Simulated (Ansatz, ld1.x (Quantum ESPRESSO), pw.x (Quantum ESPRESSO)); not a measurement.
Sb (Z = 51): one change to the ultrasoft potential, in the atom and in the fcc crystal

antimony (Sb), ultrasoft, made with ld1.x (Quantum ESPRESSO) 7.5 (PBE, scalar-relativistic). Core [Kr] 4d10, reference 5s2 5p3. Waves: 5s (bound): rcut 1.70, rcutus 1.95 bohr; 5s channel at -0.6 Ry: rcut 1.70, rcutus 1.95 bohr; 5p (bound): rcut 2.60, rcutus 2.85 bohr; 5p channel at 0.5 Ry: rcut 2.60, rcutus 2.85 bohr; 5d channel at 0.15 Ry: rcut 2.45, rcutus 2.60 bohr. Local part: all-electron potential smoothed inside 2.20 bohr (lloc = -2). Core correction: none. Augmentation charge: built from norm-conserving waves at rcut, not smoothed further.

Change: local potential all-electron potential smoothed inside 2.12 bohr (lloc = -2).

Cutoffs, loose and tight: the cutoffs (Ry, on a coarse ladder) from which the occupation-weighted sum of valence levels, in a spherical-Bessel basis at the reference potential, stays within 10 and 1 mRy of its value at 400 Ry. They do not see the model core or the augmentation charge, which bear on the density cutoff. Test errors are all-electron minus pseudo excitation energies from the reference, over the configurations 5s2 5p2; 5s2 5p1; 5s2 5p0; 5s2 5p3.3; 5s1 5p4; 5s0 5p5; 5s2 5p2.5; variants that change the core or the reference have their own tests.

Crystal test: fcc Sb in pw.x 7.5, no spin, 12³ k-points, Fermi–Dirac smearing 0.01 Ry, cutoffs set for each file from its atomic test. The reference is all-electron LAPW (Ansatz 0.2.0) with the same functional, mesh and smearing; V0 and B0 come from Birch–Murnaghan fits to the pressures at five volumes. Errors are pseudo minus all-electron; Δ is the rms difference of the E(V) curves that follow from these fits, minima aligned, over ±6 % about the mean V0. Mesh and smearing are coarse, so the numbers serve the comparison and aren't converged zero-temperature values; the lattice is a test structure that the element need not adopt.

All-electron: a0 = 4.797 Å (V0 = 27.60 Å³/atom), B0 = 57.8 GPa.

Question: Does the change bring the crystal closer to the all-electron result?

Answer: The mean pressure error goes from +0.14 to +0.07 GPa, so the change moves the solid closer to the all-electron pressures.

```tsv
quantity	base	changed
outcome (atom)	generated	generated
cutoff, loose (atom)	8 Ry	8 Ry
cutoff, tight (atom)	12 Ry	12 Ry
bound ghosts (atom)	none	none
largest test error (meV) (atom)	+36	+36
cutoffs in pw.x (Ry)	40/600	40/600
a0 (Å)	4.800	4.799
a0 error (%)	+0.07	+0.03
B0 error (%)	+2.7	+2.6
Δ (meV/atom)	0.8	0.4
mean pressure error (GPa)	+0.14	+0.07
```

 The atomic cutoffs weigh occupied waves only.
